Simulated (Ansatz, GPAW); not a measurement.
# Geometry or basis: what sets the conductance of ethane-1,2-diamine between two Ir chains, part 2 of 4

Wanted: T(E) of ethane-1,2-diamine between two Ir chains at a relaxed geometry in two programs, beside the unrelaxed structure.

GPAW 26.7.0 and Ansatz 0.2.0; Ansatz plane waves; relaxation of the junction with the lead ends held; PAW set soft_1 (the session's first sound run).

So far. Step 2 (Relaxation): The relaxation lowered the energy of the cell by 2.14 eV.

## Step 3: Plane-wave reference (PBE)

Plane waves give the reference curve, free of the bias of atom-centred orbitals.

This step: Ansatz plane waves; Landauer transmission by layers, zero bias; PAW set soft_1 (Ansatz 0.2.0).

File input.yaml:

```yaml
crystal:
  lattice:
    - [9.0750278156, 0.0, 0.0]
    - [0.0, 9.0, 0.0]
    - [0.0, 0.0, 41.9236351624]
  atoms:
    - { symbol: Ir, position: [0.5, 0.5, 0.0274308274] }
    - { symbol: Ir, position: [0.5, 0.5, 0.0822924822] }
    - { symbol: Ir, position: [0.5, 0.5, 0.137154137] }
    - { symbol: Ir, position: [0.5, 0.5, 0.1920157918] }
    - { symbol: Ir, position: [0.5, 0.5, 0.2468774466] }
    - { symbol: Ir, position: [0.5, 0.5, 0.3017391014] }
    - { symbol: Ir, position: [0.4543036453, 0.3619207176, 0.3473555355] }
    - { symbol: Ir, position: [0.4929645635, 0.4225580686, 0.3990209423] }
    - { symbol: "N", position: [0.4435690976, 0.4029367361, 0.4547159577] }
    - { symbol: H, position: [0.3706084989, 0.4898298798, 0.4561415282] }
    - { symbol: H, position: [0.3806181343, 0.3084283918, 0.4539959075] }
    - { symbol: H, position: [0.6148897985, 0.4979449704, 0.4819152518] }
    - { symbol: H, position: [0.6099992493, 0.3015648755, 0.4821312287] }
    - { symbol: C, position: [0.5410410007, 0.4015741293, 0.4837315495] }
    - { symbol: C, position: [0.4583995159, 0.4053855584, 0.5164271544] }
    - { symbol: H, position: [0.3928659594, 0.507725424, 0.5181631714] }
    - { symbol: H, position: [0.3813348911, 0.3116243424, 0.5181029063] }
    - { symbol: H, position: [0.6107241027, 0.299557432, 0.5462122971] }
    - { symbol: H, position: [0.6354476907, 0.4795394323, 0.5439917513] }
    - { symbol: "N", position: [0.5556763943, 0.3989686976, 0.5454425957] }
    - { symbol: Ir, position: [0.507250602, 0.4226105105, 0.601016126] }
    - { symbol: Ir, position: [0.5459256099, 0.362136548, 0.6526966643] }
    - { symbol: Ir, position: [0.5, 0.5, 0.6982608986] }
    - { symbol: Ir, position: [0.5, 0.5, 0.7531225534] }
    - { symbol: Ir, position: [0.5, 0.5, 0.8079842082] }
    - { symbol: Ir, position: [0.5, 0.5, 0.862845863] }
    - { symbol: Ir, position: [0.5, 0.5, 0.9177075178] }
    - { symbol: Ir, position: [0.5, 0.5, 0.9725691726] }
kpoints:
  mp_grid: { grid: [1, 1, 2] }
hamiltonian:
  xc: pbe
  pseudopotentials: { kind: paw, azcp: { folder: soft_1 } }
scf:
  occupations: { method: fermi_dirac, width: 0.1 }
output:
  transmission:
    leads: [[0, 1]]
    e_range: [-2, 2]
    de: 0.025
    kmesh: [1, 1]
    reduced_basis: true
  write_potential: true
  write_density: true
  volumetric_format: npy
  elf: true
```

Run with:

```
> ansatz run input.yaml --threads 4 --pin off --max-ram 8192MiB --backend cpu --events-out ev --progress --plain --runs-dir out
```

Numbers of over 12 decimals in the logs are rounded to 6 here.

Output:

```text
[...]
Crystal: 28 atoms, lattice volume = 3424.123 Å³
Basis set: ecut = 420 eV, 66853 PW (Γ)
Bands: 179, of which v1, the nominal top of the filled ones, is band 149 counted from 1 (148 counted from 0)
Symmetry: 1 space group operations
[...]
k-points: 2
[...]
SCF iter   1: F=—  HF=-192338.754977 eV  |F-HF|=—  |Δ(HF+E_count)|=         —  Δρ=3.20e-2  dr2=7.59e1  ethr=3.10e-3  ⟨swp⟩=6.5  Hψ=1358  notcnv=0  defer=5
[...]
SCF iter  14: F=-192328.270113 eV  HF=-192328.270113 eV  |F-HF|=1.30e-8  |Δ(HF+E_count)|=   5.54e-8  Δρ=7.62e-7  dr2=2.37e-8  ethr=3.36e-11  ⟨swp⟩=17.5  Hψ=1131  notcnv=0
SCF 1 converged in 14 iterations: F = -192328.270113 eV  dr2 = 2.37e-8
[...]
transmission: 52 of 312 steps passed
transmission: 104 of 312 steps passed
[...]
transmission: 312 of 312 steps passed
WARN: The output density's exchange-correlation potential varies sharply where the density is thin. Do not read a vacuum level from v_tot or v_xc, or from such a field of the output density. On a cell that repeats whose density bears no net charge and no dipole along the vacuum's axis use v_es (v_loc + v_h of the components); under efield.dipole_correction with no amplitude use v_es + v_field, which holds any externa [...]
SCF converged after 14 iterations
Free energy (F): -192328.270113 eV
[...]
Internal energy: -192326.661406 eV  (E = F + TS)
E sigma→0 (E₀):  -192327.465759 eV
Entropy (-TS):   -1.608708 eV (-57.454 meV/atom)
Fermi energy:    -2.948959 eV
[...]
--- Band table (eV) ---
  k-point 0: bands = [... 145 lower, -3.1069, -3.0414, -3.0254, -2.9725, -2.9397, -2.9293, -2.9080, -2.8049, ... 26 higher]
  k-point 1: bands = [... 145 lower, -3.1007, -3.0409, -3.0252, -2.9723, -2.9408, -2.9278, -2.9081, -2.8104, ... 26 higher]
--- Transmission ---
  basis      : 721 plane waves across, 52 finite elements along
  points     : 1, standing for a mesh of 1 x 1
  filling    : by the input's occupations and mesh, since the crystals that have channels conduct as metals do. If one of these is a semiconductor, that mesh has misplaced its level
  energies   : 161 from -2.000000 to 2.000000 eV about the Fermi level, 0.025000 eV apart; the leads are filled to 0.000000 eV, and channels, transmission and decay are at 0.000000 eV
  crystal 0  : Ir1, at the sites [0, 1], period 2.3000 Å, over 27.60 Å; its Hamiltonian steps by up to 12.2 meV
    offset         : up to 0.0000 Å between an atom of the period and one for which it stands
    filled         : 2.9 meV over the level at which it is neutral
    channels       : 6.000000e0 a spin
    conductance    : 5.5086e14 S/m² at 300 K; may be off by some 0.0 % by where its bands' edges are placed, 0.3 % from the distance to neutral
  junction   : crystal 0 to crystal 0, 0.70 to 40.32 Å
    transmission   : 2.046239e-2 a spin
    error estimate : 7.307141e-6 a spin from the reduction of the transverse basis, at the most 7.001857e-5 at -1.125000 eV
    conductance    : 2.0822e12 S/m² at 300 K (2.0789e12 on every other energy)
    error estimate : 0.2 % from the energy spacing and 0.0 % from band edges of the leads and from resonances (wavevectors taken as independent; lower de), 0.0 % from the reduction of the transverse basis, 5.6 % from the steps of its leads' Hamiltonians or their offsets (lay more layers), 0.3 % from the distance to neutral
    resistance     : 4.7845e-1 Ω µm² beyond half of each lead's own
```

Wall time 3.8 min (4 threads of Arm Neoverse V1, shared host); peak memory 5.6 GiB.

This step gave:

* lead level: 0 eV from the Fermi level
* transmission at the Fermi level (one spin): 0.02046
* open channels of the lead at the Fermi level (one spin): 6
* step of the potential along the lead: 12.2 meV
* offset of the lead: 0 Å
* filling of the lead less its bulk value, in size: 2.9 meV
* conductance: 0.02195 G₀

One spin. Transmission, zone mean against energy, zero at the Fermi level:

```
energy (eV)  transmission, zone mean
     -2.000                   4.5e-5
     -1.975                  0.00848
     -1.800                  0.00298
     -1.600                  0.00485
     -1.500                   0.0115
     -1.400                  0.00377
     -1.200                  0.00226
     -1.000                  0.00355
     -0.800                  0.00196
     -0.600                  0.00193
     -0.400                  0.00573
     -0.225                   0.0323
     -0.200                   0.0310
      0.000                   0.0205
      0.200                   0.0419
      0.325                   0.0502
      0.400                   0.0464
      0.600                   0.0331
      0.800                   0.0258
      1.000                   0.0175
      1.200                   0.0273
      1.400                   0.0431
      1.600                   0.0558
      1.650                   0.0563
      1.800                   0.0476
      2.000                   0.0159
```

One spin. Table of open channels, zone mean by energy, zero at the Fermi level:

```
energy (eV)  open channels, zone mean
     -2.000                         3
     -1.900                         4
     -1.800                         4
     -1.700                         4
     -1.600                         4
     -1.500                         4
     -1.400                         6
     -1.300                         6
     -1.200                         6
     -1.100                         6
     -1.000                         4
     -0.900                         6
     -0.800                         6
     -0.700                         6
     -0.600                         6
     -0.500                         6
     -0.400                         6
     -0.300                         6
     -0.200                         6
     -0.100                         6
      0.000                         6
      0.100                         4
      0.200                         4
      0.300                         4
      0.400                         4
      0.500                         4
      0.600                         4
      0.700                         4
      0.800                         4
      0.900                         4
      1.000                         3
      1.100                         3
      1.200                         3
      1.300                         3
      1.400                         3
      1.500                         3
      1.600                         3
      1.700                         3
      1.800                         3
      1.900                         3
      2.000                         3
```

Crystal 0, spin -, k parallel (0, 0); distinct values, listed up to 1.5 1/Å. Im kz of the slowest decaying states against energy, zero at the Fermi level:

```
energy (eV)  decay 1 (Å⁻¹)  decay 2 (Å⁻¹)  decay 3 (Å⁻¹)  decay 4 (Å⁻¹)
     -2.000         0.0696          0.552          0.553           1.33
     -1.800          0.450          0.450           1.31           1.31
     -1.600          0.307          0.307           1.29           1.29
     -1.400           1.27           1.27           1.33           1.44
     -1.200           1.25           1.25           1.31           1.42
     -1.000        0.00107           1.23           1.23           1.29
     -0.800           1.21           1.21           1.27           1.39
     -0.600           1.19           1.19           1.25           1.37
     -0.400           1.17           1.17           1.23           1.35
     -0.200           1.14           1.14           1.21           1.33
      0.000           1.12           1.12           1.18           1.31
      0.200          0.243          0.243           1.10           1.10
      0.400          0.367          0.367           1.07           1.07
      0.600          0.451          0.451           1.05           1.05
      0.800          0.515          0.515           1.02           1.03
      1.000         0.0934          0.567          0.567          1.000
      1.200          0.197          0.611          0.611          0.975
      1.400          0.258          0.648          0.949          0.951
      1.600          0.303          0.681          0.923          0.925
      1.800          0.340          0.710          0.896          0.898
      2.000          0.371          0.735          0.735          0.869
```

Crystal 0, spin -, k parallel (0, 0). Re kz of states that move upwards against energy, zero at the Fermi level:

```
energy (eV)  channel 1 (Å⁻¹)  channel 2 (Å⁻¹)  channel 3 (Å⁻¹)  channel 4 (Å⁻¹)  channel 5 (Å⁻¹)  channel 6 (Å⁻¹)
    -2.0000           -0.683           -0.683            0.705                -                -                -
    -1.7500           -0.643           -0.642            0.285            0.727                -                -
    -1.5000           -0.603           -0.603            0.410            0.748                -                -
    -1.2500           -0.565           -0.564            0.333            0.334            0.507            0.770
    -1.0000           -0.526            0.526            0.588            0.794                -                -
    -0.7500           -0.490           -0.490            0.659            0.679            0.679            0.821
    -0.5000           -0.454           -0.453            0.719            0.825            0.825            0.854
    -0.2500           -0.418           -0.417            0.767            0.896            0.982            0.982
     0.0000           -0.382           -0.381            0.804            0.949             1.21             1.21
     0.2500           -0.346           -0.345            0.833             1.01                -                -
     0.5000           -0.310           -0.309            0.857             1.09                -                -
     0.7500           -0.273           -0.272            0.880             1.19                -                -
     1.0000           -0.235           -0.234            0.900                -                -                -
     1.2500           -0.196           -0.195            0.920                -                -                -
     1.5000           -0.155           -0.154            0.940                -                -                -
     1.7500           -0.110           -0.109            0.959                -                -                -
     2.0000          -0.0529          -0.0516            0.978                -                -                -
```

The electrostatic potential energy of an electron (with the applied field's), less the Fermi level, planar mean oscillates, so the rows of the table below give means over windows of 2.18 Å about each position, cut where the curve ends. Its first 14 maxima inside the range that stand out by 2 % of the span (Å: eV): 2.3: 5.27, 4.7: 5.25, 6.8: 5.23, 9.2: 5.17, 11.5: 5.01, 13.5: 4.18, 15.6: 4.41, 17.9: 3.70, 19.7: 2.29, 21.0: 2.46, 22.3: 2.29, 24.0: 3.69, 26.3: 4.41, 28.4: 4.18. Its first 14 minima: 1.2: 3.40, 3.5: 3.38, 5.8: 3.39, 8.0: 3.33, 10.3: 3.22, 12.7: 2.93, 14.6: 2.74, 16.7: 2.42, 19.1: 1.75, 20.2: 1.41, 21.7: 1.41, 22.9: 1.75, 25.2: 2.42, 27.4: 2.74.

The electrostatic potential energy of an electron (with the applied field's), less the Fermi level, planar mean by z; means over each step:

z (Å), electrostatic potential energy of an electron (with the applied field's), less the Fermi level, planar mean (eV) and a bar from the least value:
```
     1.09       4.28 ##############################
     3.27       4.27 #############################
     5.45       4.27 ##############################
     7.63       4.25 #############################
     9.81       4.18 ############################
    11.99       3.99 ##########################
    14.17       3.44 ###################
    16.35       3.33 ##################
    18.53       2.84 ############
    20.71       1.91 
    22.89       2.46 #######
    25.07       3.16 ################
    27.25       3.53 ####################
    29.43       3.81 ########################
    31.61       4.10 ###########################
    33.79       4.20 #############################
    35.97       4.26 #############################
    38.15       4.28 ##############################
    40.33       4.31 ##############################
```

The valence density, planar mean oscillates, so the rows of the table below give means over windows of 2.33 Å about each position, cut where the curve ends. Its first 14 maxima inside the range that stand out by 2 % of the span (Å: e/Å³): 1.2: 0.179, 3.5: 0.178, 5.7: 0.177, 8.0: 0.178, 10.3: 0.180, 12.7: 0.179, 14.6: 0.181, 16.7: 0.182, 19.1: 0.0839, 20.2: 0.0693, 21.7: 0.0693, 22.9: 0.0839, 25.2: 0.182, 27.4: 0.181. Its first 14 minima: 2.3: 0.0276, 4.7: 0.0278, 6.8: 0.0279, 9.2: 0.0276, 11.5: 0.0280, 13.5: 0.0440, 15.6: 0.0335, 18.1: 0.0136, 19.7: 0.0515, 21.0: 0.0379, 22.3: 0.0514, 23.9: 0.0137, 26.3: 0.0335, 28.4: 0.0442.

Table of valence density, planar mean by z; means over each step:

```
z (Å)  valence density, planar mean (e/Å³)
 1.17                               0.0897
 3.50                               0.0897
 5.83                               0.0898
 8.16                               0.0897
10.48                               0.0899
12.82                               0.0966
15.14                               0.0974
17.48                               0.0792
19.80                               0.0612
22.13                               0.0612
24.46                               0.0797
26.80                               0.0971
29.12                               0.0963
31.45                               0.0899
33.79                               0.0897
36.12                               0.0898
38.45                               0.0897
40.77                               0.0943
```

ELF in the ca plane at fractional y = 0.402, with atoms of Ir and N and C within 0.2 Å of it. It is the smooth field of the valence electrons, not physical close to the nuclei.

Ten even steps from '0' (0.00) to '9' (0.91), each cell a mean:
```
00000000000000000000000000000000000000000000
00000000000000000000000000000000000000000000
00000000000000000000000000000000000000000000
00000000000000000000000000000000000000000000
00000000000000000000000000000000000000000110
00000000000000000011110000000000000000001221
11111111110000001122211000011110002221001332
22222222221111111233321000024420014553002443
23222333333332222334321000146641015775212443
33323433333433343345421111256553136646622554
34333434434444443466531366551157568427823565
45433444444456544565641699894399669879823655
44433444444466554565642895597798116788513666
33323444444456544456532672375355334333212455
33223333443356534444421366762014775200012344
22222233333344433334420135651003564100012333
11111112222334322233320012321001232000012233
11000001111233321122210000110000110000001221
00000000000122210011110000000000000000000111
00000000000011100000000000000000000000000000
00000000000000000000000000000000000000000000
00000000000000000000000000000000000000000000
00000000000000000000000000000000000000000000
00000000000000000000000000000000000000000000
```
Columns run along c (16.0 Å, from fractional 0.24 to 0.62 of the cell), rows up along a (9.1 Å). Atoms in or near the plane, at fractional coordinates: Ir at (0.40, 0.49), N at (0.45, 0.44), C at (0.48, 0.54), C at (0.52, 0.46), N at (0.55, 0.56), Ir at (0.60, 0.51).

Electrostatic potential energy in the ca plane at fractional y = 0.402, with atoms of Ir and N and C within 0.2 Å of it. With pseudopotentials it is smooth inside the atoms' cores, unlike the true potential.

Values in eV, 13 rows by 16 columns, each cell a mean:
```
  2   2   1   1   1   0   0   0   1   1   2   2   2   2   2   3
  2   2   2   1   1   0   0   0   0   1   2   2   2   2   2   3
  2   2   2   1   0   0   0   0   0   1   2   2   2   2   2   3
  2   2   1   1   0  -1  -1  -1  -1   1   2   2   1   1   2   3
  2  -1  -2   0  -1  -7  -3  -6 -12  -2  -5  -2 -18  -8   0   2
 -7 -26 -31  -2  -5 -46 -14 -24 -42 -13 -47 -21 -54 -30  -9  -2
-36 -46 -51  -9 -36 -35 -34 -35 -18 -19 -58 -27 -42 -22 -19  -5
-33 -23 -26 -10 -43  -6 -24 -23  -1  -5 -25  -6  -4  -2  -5  -1
 -5   0  -1  -2  -6  -2  -3  -2   0   0   0   2   2   2   2   2
  2   2   2   0  -1  -1   0   0   1   1   2   2   2   2   2   3
  2   2   1   1   0   0   0   0   1   1   2   2   2   2   3   3
  2   2   1   1   0   0   0   0   1   1   2   2   2   2   2   3
  2   2   1   1   1   0   0   0   1   1   2   2   2   2   2   3
```
Columns run along c (16.0 Å, from fractional 0.35 to 0.74 of the cell; values clipped at the 3rd and 97th percentile), rows up along a (9.1 Å). Atoms in or near the plane, at fractional coordinates: Ir at (0.40, 0.49), N at (0.45, 0.44), C at (0.48, 0.54), C at (0.52, 0.46), N at (0.55, 0.56), Ir at (0.60, 0.51).

Valence density in the ca plane at fractional y = 0.402, with atoms of Ir and N and C within 0.2 Å of it. It is the smooth field of the valence electrons, not physical close to the nuclei.

Ten steps, logarithmic in the rise over the least value, from '0' (0.0 e/Å³) to '9' (9.1 e/Å³), each cell a mean:
```
00000000000000000000000000000000000000000000
00000000000000000000000000000000000000000000
00000000000000000000000000000000000000000000
00000000000000000000000000000000000000000000
00000000000000000000000000000000000000000000
00000000000000000000000000000000000000000000
00000000000000000000000000000000000110000000
00000000000000000011100000012210001232101111
11111111111111111222210000124431113554212333
23322223322222222355431111245543235776423576
44432234443455444688752223456654446777535898
45543345554578755799963356666666666776436999
45543345555799865799963477765556665544335899
34332233444689864578753467764335665321123677
22211122223467643345432356642123553210012343
11100011112244422222211134421012332100001111
00000000001122111111100011110000110000000000
00000000000000000000000000000000000000000000
00000000000000000000000000000000000000000000
00000000000000000000000000000000000000000000
00000000000000000000000000000000000000000000
00000000000000000000000000000000000000000000
00000000000000000000000000000000000000000000
00000000000000000000000000000000000000000000
```
Columns run along c (16.0 Å, from fractional 0.24 to 0.62 of the cell), rows up along a (9.1 Å). Atoms in or near the plane, at fractional coordinates: Ir at (0.40, 0.49), N at (0.45, 0.44), C at (0.48, 0.54), C at (0.52, 0.46), N at (0.55, 0.56), Ir at (0.60, 0.51).

The largest of the program's own error estimates on the conductance is 5.6 %. T at the Fermi level is 0.0205 of 6 open channels a spin, without spin-orbit coupling, which is large for these atoms.

(Continued in part 3 of 4.)

[Logs are printed without paths, hosts, clocks, repeated set-up lines and the standing remarks that a program may print on its own settings, such as how far it seeks lower states.]

[Hosts, paths, dates, database ids (printed as entryN), source tags and the programs' standing remarks are cut or masked in the printed files.]
